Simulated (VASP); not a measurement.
# TePb (Fm-3m) in VASP: notebook, part 2 of 2

VASP 6.6.1. The steps go on from the part before.

**5. How close it comes**

Step 2. Measured gap of TePb: 0.19 eV (direct; 4.2 K; a printed reference work, monograph). This calculation gives 1.02 eV (+0.83 eV). Spin-orbit coupling on Pb, Te is left out. The value is that of r2SCAN on a finite k mesh, which can miss the band edges, without temperature or zero-point motion.

Step 4. A measured gap of TePb is 0.19 eV (direct; 4.2 K; a printed reference work, monograph); the calculated 1.14 eV misses it by +0.95 eV. Spin-orbit coupling on Pb, Te is left out. The value is that of r2SCAN on a finite k mesh, which can miss the band edges, without temperature or zero-point motion.
